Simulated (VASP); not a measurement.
# Cl (Cmce) in VASP: settings compared

One crystal, Cl, is run at these levels: LDA, PBE; tasks: relaxation of cell and atoms.

Everything below comes from runs of VASP 6.6.1. Logs are shortened: lines on timing, memory, paths and dates and some standing lists are left out, and cuts for length are marked.

## Step 1: The crystal as given

It takes space group Cmce (No. 64, orthorhombic). Conventional cell: a = 5.865 Å, b = 4.194 Å, c = 7.946 Å, α = 90.00°, β = 90.00°, γ = 90.00°. Cl (site symmetry m) has 1 Cl at 1.93 Å as nearest neighbours.

The cell was built by a generator and needn't be a form met in nature.

## Step 2: Relaxation of cell and atoms, LDA, target pressure 1.15 GPa, at which the enthalpy is minimised

File INCAR:

```
SYSTEM = Cl
ALGO     = Normal         ! electronic algorithm
EDIFF    = 1E-6           ! SCF threshold, eV
EDIFFG   = -0.01          ! ionic threshold
ENCUT    = 600            ! plane-wave cutoff, eV
IBRION   = 2              ! ionic algorithm
ISIF     = 3              ! what is computed and relaxed
ISMEAR   = 0              ! smearing method
LASPH    = .TRUE.         ! aspherical terms in the spheres
LCHARG   = .FALSE.        ! write CHGCAR
LREAL    = .FALSE.        ! projectors in reciprocal space
LWAVE    = .FALSE.        ! write WAVECAR
NELM     = 80             ! most SCF steps
NSW      = 90             ! ionic steps
PREC     = Accurate       ! precision mode
PSTRESS  = 11.5         
SIGMA    = 0.03           ! smearing width, eV
```

File KPOINTS:

```
k-points
0
G
  8 8 4
  0 0 0
```

File POSCAR:

```
Cl
1.0
    2.9327500000     -2.0968500000      0.0000000000
    2.9327500000      2.0968500000      0.0000000000
    0.0000000000      0.0000000000      7.9455000000
Cl
4
Direct
    0.8700000000      0.1300000000      0.1000000000
    0.6300000000      0.3700000000      0.6000000000
    0.1300000000      0.8700000000      0.9000000000
    0.3700000000      0.6300000000      0.4000000000
```

Potentials or basis: VASP PAW LDA potentials, release 64 (Cl).

Command:

```
$ cat potpaw_LDA.64/Cl/POTCAR > POTCAR
$ mpirun -np 1 vasp_std > vasp.out
```

OUTCAR:

```text
SYSTEM = Cl
   EDIFF = 1E-6
   EDIFFG = -0.01
   ENCUT = 600
   IBRION = 2
   ISIF = 3
   ISMEAR = 0
   LASPH = .TRUE.
   LREAL = .FALSE.
   NELM = 80
   NSW = 90
   PREC = Accurate
   PSTRESS = 11.5

 ion  position               nearest neighbor table
   1  0.870  0.130  0.100-   3 1.93
   2  0.630  0.370  0.600-   4 1.93
   3  0.130  0.870  0.900-   1 1.93
   4  0.370  0.630  0.400-   2 1.93

  LATTYP: Found a base centered orthorhombic cell.
 ALAT       =     4.1937000000
 B/A-ratio  =     1.3986455874
 C/A-ratio  =     1.8946276558

  Lattice vectors:

 A1 = (  -2.9327500000,  -2.0968500000,   0.0000000000)
 A2 = (   2.9327500000,  -2.0968500000,   0.0000000000)
 A3 = (   0.0000000000,   0.0000000000,   7.9455000000)

Analysis of symmetry for initial positions (statically):
=====================================================================
 Subroutine PRICEL returns:
 Original cell was already a primitive cell.

 Routine SETGRP: Setting up the symmetry group for a
 base centered orthorhombic supercell.

 Subroutine GETGRP returns: Found  8 space group operations
 (whereof  4 operations were pure point group operations)
 out of a pool of  8 trial point group operations.

The static configuration has the point symmetry C_2h.
 The point group associated with its full space group is D_2h.

Analysis of symmetry for dynamics (positions and initial velocities):
=====================================================================
 Subroutine PRICEL returns:
 Original cell was already a primitive cell.

 Routine SETGRP: Setting up the symmetry group for a
 base centered orthorhombic supercell.

 Subroutine GETGRP returns: Found  8 space group operations
 (whereof  4 operations were pure point group operations)
 out of a pool of  8 trial point group operations.

The dynamic configuration has the point symmetry C_2h.
 The point group associated with its full space group is D_2h.

 Subroutine INISYM returns: Found  8 space group operations
 (whereof  4 operations are pure point group operations),
 and found     1 'primitive' translations

----------------------------------------------------------------------------------------

                                     Primitive cell

  volume of cell :      97.7223

  direct lattice vectors                    reciprocal lattice vectors
     2.932750000 -2.096850000  0.000000000     0.170488449 -0.238452917  0.000000000
     2.932750000  2.096850000  0.000000000     0.170488449  0.238452917  0.000000000
     0.000000000  0.000000000  7.945500000     0.000000000  0.000000000  0.125857404

  length of vectors
     3.605246522  3.605246522  7.945500000     0.293131549  0.293131549  0.125857404

  position of ions in fractional coordinates (direct lattice)
     0.870000000  0.130000000  0.100000000
     0.630000000  0.370000000  0.600000000
     0.130000000  0.870000000  0.900000000
     0.370000000  0.630000000  0.400000000

  ion indices of the primitive-cell ions
   primitive index   ion index
                 1           1
                 2           2
                 3           3
                 4           4

----------------------------------------------------------------------------------------

 KPOINTS: k-points

Automatic generation of k-mesh.
 Grid dimensions read from file:
 generate k-points for:    8    8    4

 Generating k-lattice:

  Cartesian coordinates                     Fractional coordinates (reciprocal lattice)
     0.021311056 -0.029806615  0.000000000     0.125000000  0.000000000  0.000000000
     0.021311056  0.029806615  0.000000000     0.000000000  0.125000000  0.000000000
     0.000000000  0.000000000  0.031464351     0.000000000  0.000000000  0.250000000

  Length of vectors
     0.036641444  0.036641444  0.031464351

  Shift w.r.t. Gamma in fractional coordinates (k-lattice)
     0.000000000  0.000000000  0.000000000

 Subroutine IBZKPT returns following result:
 ===========================================

 Found     63 irreducible k-points:

 Following reciprocal coordinates:
[... 43 lines left out ...]
  ext. energy  EPLUGINS =         0.00000000
  ---------------------------------------------------
  free energy    TOTEN  =        -8.90367938 eV

  energy without entropy =       -8.90367938  energy(sigma->0) =       -8.90367938

------------------------ aborting loop because EDIFF is reached ----------------------------------------

  FORCE on cell =-STRESS in cart. coord.  units (eV):
  Direction    XX          YY          ZZ          XY          YZ          ZX
  --------------------------------------------------------------------------------------
  -------------------------------------------------------------------------------------
  Total       -0.1987390      0.8751560      2.6683695      0.0000000      0.0000000      0.0000000
  in kB       -3.2583675     14.3483649     43.7484747      0.0000000      0.0000000      0.0000000
  external PRESSURE =       6.7794907 kB  Pullay stress =      11.5000000 kB
[... 99 lines left out ...]
  FREE ENERGIE OF THE ION-ELECTRON SYSTEM (eV)
  ---------------------------------------------------
  free  energy   TOTEN  =        -8.9993402972 eV

  energy  without entropy=       -8.9993402972  energy(sigma->0) =       -8.99934030

  enthalpy is  TOTEN    =        -8.2937685325 eV   P V=        0.7055717646

[... ionic steps 4 to 27 ...]

--------------------------------------- Ionic step       28  -------------------------------------------

 number of electron      27.9999994 magnetization

------------------------ aborting loop because EDIFF is reached ----------------------------------------

  FORCE on cell =-STRESS in cart. coord.  units (eV):
  Direction    XX          YY          ZZ          XY          YZ          ZX
  --------------------------------------------------------------------------------------
  -------------------------------------------------------------------------------------
  Total        0.6000943      0.5879646      0.6370760      0.0000000      0.0000000      0.0000000
  in kB       11.3438946     11.1146013     12.0429800      0.0000000      0.0000000      0.0000000
  external PRESSURE =       0.0004920 kB  Pullay stress =      11.5000000 kB
[... 65 lines left out ...]
  enthalpy is  TOTEN    =        -8.5099903226 eV   P V=        0.6085820385

--------------------------------------- Ionic step       30  -------------------------------------------

 number of electron      27.9999995 magnetization

 Free energy of the ion-electron system (eV)
  ---------------------------------------------------
  ext. energy  EPLUGINS =         0.00000000
  ---------------------------------------------------
  free energy    TOTEN  =        -9.11915170 eV

  energy without entropy =       -9.11915170  energy(sigma->0) =       -9.11915170

 E-fermi :   2.3234     XC(G=0):  -9.7680

 val. band max:        2.1351668132   @ k =   0.0000   0.0000   0.0000
 cond. band min:       4.0796170586   @ k =   0.5000   0.5000   0.0000
 fundamental gap:      1.9444502454
 Fermi energy:         2.3233951174

 k-point     1 :       0.0000    0.0000    0.0000
  band No.  band energies     occupation
      1     -15.3052      2.00000
      2     -14.5924      2.00000
      3     -11.7607      2.00000
      4      -9.8897      2.00000
      5      -4.4256      2.00000
      6      -2.1375      2.00000
[... 10 lines left out ...]
     17       9.0617      0.00000
     18       9.1419      0.00000
[... 466 lines left out ...]
      2     -14.5468      2.00000
      3     -11.2750      2.00000
      4     -10.3687      2.00000
      5      -4.2027      2.00000
      6      -3.0913      2.00000
[... 10 lines left out ...]
     17      10.0839      0.00000
     18      10.1393      0.00000

 [... further k-points ...]

------------------------ aborting loop because EDIFF is reached ----------------------------------------

  FORCE on cell =-STRESS in cart. coord.  units (eV):
  Direction    XX          YY          ZZ          XY          YZ          ZX
  --------------------------------------------------------------------------------------
  -------------------------------------------------------------------------------------
  Total        0.6077846      0.5796062      0.6221249      0.0000000      0.0000000      0.0000000
  in kB       11.4762857     10.9442170     11.7470627      0.0000000      0.0000000      0.0000000
  external PRESSURE =      -0.1108115 kB  Pullay stress =      11.5000000 kB
[... 19 lines left out ...]
  FREE ENERGIE OF THE ION-ELECTRON SYSTEM (eV)
  ---------------------------------------------------
  free  energy   TOTEN  =        -9.1191517004 eV

  energy  without entropy=       -9.1191517004  energy(sigma->0) =       -9.11915170

  enthalpy is  TOTEN    =        -8.5101112058 eV   P V=        0.6090404946

 reached required accuracy - stopping structural energy minimisation
```

It took 15 min on 1 thread of Intel Xeon Platinum 8488C (Sapphire Rapids), shared host; peak memory 0.24 GiB.

Results:

```
Free energy                                            : -9.1192 eV
Relaxed volume                                         : 21.21 Å³/atom
Relaxed cell                                           : a = 3.504 Å, b = 3.504 Å, c = 7.719 Å, α = 90.00°, β = 90.00°, γ = 63.57°
Space group after relaxing (to 0.05 Å)                 : Cmce (No. 64)
Energy change on relaxing (the enthalpy is what falls) : -53.9 meV/atom
Ionic steps                                            : 30
Pressure after relaxing                                : 1.1 GPa
Band gap on the k mesh                                 : 1.94 eV, indirect (least direct gap 1.99 eV)
```

Forces in eV/Å, atoms in the order of the input:
```
Cl   0.000 -0.002 -0.002
Cl   0.000  0.002 -0.002
Cl   0.000  0.002  0.002
Cl   0.000 -0.002  0.002
```

The path:
```tsv
step	energy change (eV)	largest force (eV/Å)	pressure (GPa)	volume (Å³)
1	0.0000	1.4903	1.83	97.72
2	0.0567	1.1456	-4.66	99.16
3	-0.0957	0.1665	-1.33	98.30
4	-0.1434	0.1769	-0.81	93.89
5	-0.1771	0.2207	1.46	84.89
6	-0.1648	0.2314	2.24	82.99
7	-0.1700	0.2274	1.96	83.62
8	-0.1704	0.2912	0.73	83.24
9	-0.1758	0.0835	1.22	83.41
10	-0.1856	0.0705	1.44	83.38
11	-0.1867	0.1058	2.26	83.21
12	-0.1911	0.0808	1.85	83.30
13	-0.2078	0.1909	0.75	84.89
14	-0.2065	0.1713	0.89	84.69
15	-0.2153	0.0163	1.14	85.34
16	-0.2151	0.0139	1.13	85.31
17	-0.2164	0.0330	1.00	85.35
18	-0.2175	0.0706	0.77	85.43
19	-0.2172	0.0602	0.82	85.34
20	-0.2157	0.0552	1.02	85.06
21	-0.2156	0.0516	1.05	85.01
22	-0.2149	0.0398	1.15	84.86
23	-0.2128	0.0304	1.38	84.56
24	-0.2139	0.0321	1.29	84.69
25	-0.2143	0.0137	1.18	84.73
26	-0.2144	0.0182	1.16	84.74
27	-0.2144	0.0196	1.16	84.74
28	-0.2146	0.0180	1.15	84.76
29	-0.2149	0.0126	1.15	84.79
30	-0.2155	0.0030	1.14	84.85
```

Final structure:
```
Cl
1.0
     2.97813   -1.84547    0.00000
     2.97813    1.84547    0.00000
     0.00000    0.00000    7.71929
Cl
4
Direct
  0.86002 0.13998 0.11337
  0.63998 0.36002 0.61337
  0.13998 0.86002 0.88663
  0.36002 0.63998 0.38663
```

Caveat: the cell is relaxed towards a set pressure, so the enthalpy falls and the energy may rise. A k mesh can miss the band edges.

## Step 3: Relaxation of cell and atoms, LDA, target pressure 1.15 GPa, at which the enthalpy is minimised

This run uses another cell than the first one, of 21.21 Å³/atom, 0.868 times its volume.

INCAR: that of step 2 with these lines changed.

```diff
@@ -2,4 +2,4 @@
 ALGO     = Normal         ! electronic algorithm
-EDIFF    = 1E-6           ! SCF threshold, eV
-EDIFFG   = -0.01          ! ionic threshold
+EDIFF    = 1E-7           ! SCF threshold, eV
+EDIFFG   = -0.005         ! ionic threshold
 ENCUT    = 600            ! plane-wave cutoff, eV
```

KPOINTS is that of step 2.

File POSCAR:

```
Cl                                      
1.0
    2.9781318282     -1.8454734553      0.0000000000
    2.9781318282      1.8454734553     -0.0000000000
    0.0000000000      0.0000000000      7.7192871217
  Cl            
     4
Direct
     0.8600178482603859    0.1399821517396141    0.1133680293282539
     0.6399821517396141    0.3600178482603860    0.6133680293282541
     0.1399821517396141    0.8600178482603859    0.8866319706717459
     0.3600178482603860    0.6399821517396141    0.3866319706717463
```

Potentials or basis: VASP PAW LDA potentials, release 64 (Cl).

Command:

```
$ cat potpaw_LDA.64/Cl/POTCAR > POTCAR
$ mpirun -np 1 vasp_std > vasp.out
```

Run time: 2.3 min. Hardware: 1 thread of Intel Xeon Platinum 8488C (Sapphire Rapids), shared host; peak memory 0.22 GiB.

The run converged. Its results:

- Free energy: -9.1179 eV
- Relaxed volume: 21.19 Å³/atom
- Relaxed cell: a = 3.501 Å, b = 3.501 Å, c = 7.731 Å, α = 90.00°, β = 90.00°, γ = 63.44°
- Space group after relaxing (to 0.05 Å): Cmce (No. 64)
- Energy change on relaxing (the enthalpy is what falls): +0.2 meV/atom
- Ionic steps: 6
- Pressure after relaxing: 1.2 GPa
- Largest force after relaxing: 0.003 eV/Å
- Band gap on the k mesh: 1.93 eV, indirect (least direct gap 1.97 eV)

Forces in eV/Å, atoms in the order of the input:
```
Cl   0.000 -0.002  0.003
Cl   0.000  0.002  0.003
Cl   0.000  0.002 -0.003
Cl   0.000 -0.002 -0.003
```

Step by step:
```tsv
step	energy change (eV)	largest force (eV/Å)	pressure (GPa)	volume (Å³)
1	0.0000	0.0028	1.14	84.85
2	0.0001	0.0011	1.15	84.83
3	0.0006	0.0101	1.20	84.77
4	0.0006	0.0092	1.20	84.77
5	0.0006	0.0069	1.19	84.76
6	0.0006	0.0034	1.17	84.76
```

Final structure:
```
Cl
1.0
     2.97816   -1.84073    0.00000
     2.97816    1.84073    0.00000
     0.00000    0.00000    7.73056
Cl
4
Cartesian
  2.9782 -1.3260 0.8761
  2.9782 -0.5148 4.7414
  2.9782 1.3260 6.8545
  2.9782 0.5148 2.9892
```

Levels at points of the mesh, in eV from the valence-band top:
| k point | band 11 | band 12 | band 13 | band 14 | band 15 | band 16 | band 17 | band 18 |
| --- | --- | --- | --- | --- | --- | --- | --- | --- |
| (0.00, 0.00, 0.00) | -1.49 | -0.80 | -0.28 | 0.00 | 1.97 | 3.03 | 6.91 | 7.00 |
| (0.50, 0.00, 0.00) | -1.71 | -1.71 | -0.67 | -0.67 | 3.00 | 3.00 | 7.25 | 7.25 |
| (0.50, 0.50, 0.00) | -2.65 | -1.80 | -0.94 | -0.49 | 1.93 | 2.71 | 7.14 | 7.83 |
| (0.00, 0.00, 0.50) | -1.41 | -1.41 | -0.13 | -0.13 | 2.36 | 2.36 | 7.33 | 7.33 |
| (0.50, 0.00, 0.50) | -1.09 | -1.09 | -0.11 | -0.11 | 2.29 | 2.29 | 7.72 | 7.72 |
| (0.50, 0.50, 0.50) | -1.63 | -1.63 | -1.47 | -1.47 | 2.15 | 2.15 | 8.38 | 8.38 |

Caveat: the cell is relaxed towards a set pressure, so the enthalpy falls and the energy may rise. A k mesh can miss the band edges.

## Step 4: Relaxation of cell and atoms, PBE, target pressure 1.15 GPa, at which the enthalpy is minimised

File INCAR:

```
PREC     = Accurate       # precision mode
ENCUT    = 600            # plane-wave cutoff, eV
EDIFF    = 1E-6           # SCF threshold, eV
ISMEAR   = 0              # smearing method
SIGMA    = 0.03           # smearing width, eV
LREAL    = False          # projectors in reciprocal space
LASPH    = True           # aspherical terms in the spheres
NELM     = 80             # most SCF steps
ALGO     = Normal         # electronic algorithm
ISIF     = 3              # what is computed and relaxed
LWAVE    = False          # write WAVECAR
LCHARG   = False          # write CHGCAR
GGA      = PE             # functional
IBRION   = 2              # ionic algorithm
NSW      = 90             # ionic steps
EDIFFG   = -0.01          # ionic threshold
PSTRESS  = 11.5
```

File KPOINTS:

```
Automatic mesh
0
Gamma
  8 8 4
```

File POSCAR:

```
Cl
1.0
    2.9327500000     -2.0968500000      0.0000000000
    2.9327500000      2.0968500000      0.0000000000
    0.0000000000      0.0000000000      7.9455000000
Cl
4
Direct
    0.8700000000      0.1300000000      0.1000000000
    0.6300000000      0.3700000000      0.6000000000
    0.1300000000      0.8700000000      0.9000000000
    0.3700000000      0.6300000000      0.4000000000
```

Potentials or basis: VASP PAW PBE potentials, release 64 (Cl).

Command:

```
$ cat potpaw_PBE.64/Cl/POTCAR > POTCAR
$ mpirun -np 1 vasp_std > vasp.out
```

Run time: 27 min. Hardware: 1 thread of AMD EPYC 7R13 (Zen 3), shared host; peak memory 0.26 GiB.

It converged, with:

- Free energy: -7.3095 eV
- Relaxed volume: 27.26 Å³/atom
- Relaxed cell: a = 3.880 Å, b = 3.880 Å, c = 8.090 Å, α = 90.00°, β = 90.00°, γ = 63.52°
- Space group after relaxing (to 0.05 Å): Cmce (No. 64)
- Energy change on relaxing (the enthalpy is what falls): -74.2 meV/atom
- Ionic steps: 41
- Pressure after relaxing: 1.2 GPa
- Largest force after relaxing: 0.010 eV/Å
- Band gap on the k mesh: 2.32 eV, direct

Forces on the atoms (eV/Å):
```
Cl   0.000 -0.007 -0.007
Cl   0.000  0.007 -0.007
Cl   0.000  0.007  0.007
Cl   0.000 -0.007  0.007
```

Step by step:
```tsv
step	energy change (eV)	largest force (eV/Å)	pressure (GPa)	volume (Å³)
1	0.0000	1.6259	6.03	97.72
3	-0.1691	0.1868	1.60	101.36
5	-0.1678	0.1313	1.84	101.11
7	-0.2665	0.0652	1.23	107.54
9	-0.3124	0.0725	0.95	112.74
11	-0.3064	0.0261	0.94	111.45
13	-0.2958	0.0865	1.00	109.40
15	-0.2935	0.0461	1.15	109.03
17	-0.2953	0.0166	1.18	109.22
19	-0.2987	0.0240	1.19	109.63
21	-0.3006	0.0055	1.10	109.87
23	-0.3005	0.0374	1.16	109.78
25	-0.3002	0.0550	1.20	109.74
27	-0.3006	0.0319	1.12	109.76
29	-0.3007	0.0233	1.07	109.78
31	-0.2997	0.0250	1.10	109.59
33	-0.2942	0.0411	1.24	108.75
35	-0.2940	0.0207	1.17	108.72
37	-0.2948	0.0149	1.18	108.79
39	-0.2960	0.0105	1.21	108.93
41	-0.2968	0.0097	1.16	109.04
```

Final structure:
```
Cl
1.0
     3.29921   -2.04255    0.00000
     3.29921    2.04255    0.00000
     0.00000    0.00000    8.09044
Cl
4
Direct
  0.87644 0.12356 0.10811
  0.62356 0.37644 0.60811
  0.12356 0.87644 0.89189
  0.37644 0.62356 0.39189
```

Levels at points of the mesh, in eV from the valence-band top:
| k point | band 11 | band 12 | band 13 | band 14 | band 15 | band 16 | band 17 | band 18 |
| --- | --- | --- | --- | --- | --- | --- | --- | --- |
| (0.00, 0.00, 0.00) | -0.97 | -0.37 | -0.20 | 0.00 | 2.32 | 3.16 | 6.81 | 7.18 |
| (0.50, 0.00, 0.00) | -0.84 | -0.84 | -0.33 | -0.33 | 3.01 | 3.01 | 8.01 | 8.01 |
| (0.50, 0.50, 0.00) | -1.40 | -1.14 | -0.40 | -0.14 | 2.39 | 2.99 | 8.42 | 8.45 |
| (0.00, 0.00, 0.50) | -0.81 | -0.81 | -0.10 | -0.10 | 2.66 | 2.66 | 7.28 | 7.28 |
| (0.50, 0.00, 0.50) | -0.59 | -0.59 | -0.08 | -0.08 | 2.72 | 2.72 | 8.29 | 8.29 |
| (0.50, 0.50, 0.50) | -0.90 | -0.90 | -0.73 | -0.73 | 2.62 | 2.62 | 9.05 | 9.05 |

Caveat: the cell is relaxed towards a set pressure, so the enthalpy falls and the energy may rise. A k mesh can miss the band edges.
